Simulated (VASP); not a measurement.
Wanted: the native input for a VASP 6.6.1 run.

```yaml
Task: band structure
Functional: PBEsol0
Potentials_or_basis: VASP PAW PBE potentials, release 64 (Pt, S)
Cutoff: 520 eV
k_mesh: 5 × 5 × 3
Occupations: fermi-dirac, width 0.05 eV
Spin: no spin polarisation
Grid_for_exact_exchange_PRECFOCK: Fast
Exchange_at_q_=_0: default
Further_INCAR_settings: ALGO = Normal; EDIFF = 1e-07; NBANDS = 18
```

PtS2:

```
Pt S
1.0
     3.54320    0.00000    0.00000
    -1.77160    3.06850    0.00000
     0.00000    0.00000    5.03880
Pt S
1 2
Direct
  0.00000 0.00000 0.00000
  0.66667 0.33333 0.77300
  0.33333 0.66667 0.22700
```

These files were run (other wordings do the same):

POSCAR

```
PtS2
1.0
    3.5432000000      0.0000000000      0.0000000000
   -1.7716000000      3.0685012107      0.0000000000
    0.0000000000      0.0000000000      5.0388000000
Pt S
1 2
Direct
    0.0000000000      0.0000000000      0.0000000000
    0.6666666667      0.3333333333      0.7730000000
    0.3333333333      0.6666666667      0.2270000000
```

INCAR.step1

```
SYSTEM = PtS2
PREC = Accurate
ENCUT = 520
EDIFF = 1E-5
ISMEAR = -1
SIGMA = 0.05
LREAL = .False.
LASPH = .True.
NELM = 80
ALGO = Normal
ISIF = 2
LWAVE = .True.
LCHARG = .False.
LMAXMIX = 4
NBANDS = 18
GGA = PE
```

INCAR.step2

```
SYSTEM = PtS2
PREC = Accurate
ENCUT = 520
EDIFF = 1E-7
ISMEAR = -1
SIGMA = 0.05
LREAL = .False.
LASPH = .True.
NELM = 80
ALGO = Normal
ISIF = 2
LWAVE = .False.
LCHARG = .False.
LMAXMIX = 4
GGA = PS
LHFCALC = .True.
AEXX = 0.25
PRECFOCK = Fast
NBANDS = 18
ISTART = 1
```

KPOINTS

```
Automatic mesh
0
Gamma
  5 5 3
  0 0 0
```

KPOINTS_OPT

```
path GMKGALHA,LM,KH
10
line-mode
reciprocal
 0.0000000000  0.0000000000  0.0000000000  G
 0.5000000000  0.0000000000  0.0000000000  M

 0.5000000000  0.0000000000  0.0000000000  M
 0.3333333333  0.3333333333  0.0000000000  K

 0.3333333333  0.3333333333  0.0000000000  K
 0.0000000000  0.0000000000  0.0000000000  G

 0.0000000000  0.0000000000  0.0000000000  G
 0.0000000000  0.0000000000  0.5000000000  A

 0.0000000000  0.0000000000  0.5000000000  A
 0.5000000000  0.0000000000  0.5000000000  L

 0.5000000000  0.0000000000  0.5000000000  L
 0.3333333333  0.3333333333  0.5000000000  H

 0.3333333333  0.3333333333  0.5000000000  H
 0.0000000000  0.0000000000  0.5000000000  A

 0.5000000000  0.0000000000  0.5000000000  L
 0.5000000000  0.0000000000  0.0000000000  M

 0.3333333333  0.3333333333  0.0000000000  K
 0.3333333333  0.3333333333  0.5000000000  H
```

Potentials or basis: VASP PAW PBE potentials, release 64 (Pt, S).

Launch:

```console
$ cat potpaw_PBE.64/Pt/POTCAR potpaw_PBE.64/S/POTCAR > POTCAR
$ cp INCAR.step1 INCAR
$ mpirun -np 1 vasp_std > vasp.out
$ cp INCAR.step2 INCAR
$ mpirun -np 1 vasp_std > vasp.out
```

Results of the run:

```json
{
 "Pressure": "2.9 GPa",
 "Largest force": "0.700 eV/Å"
}
```

Caveat: an unscreened hybrid on a path of extra k points without a Coulomb cutoff has errors near the mesh points, so the bands along the path aren't reliable; the PAW data sets were made with another functional, which shifts forces and pressure a little.

Run time: 35 min on 1 thread of Intel(R) Xeon(R) Platinum 8559C (Emerald Rapids), with other jobs on the host, peak memory 0.2 GiB.
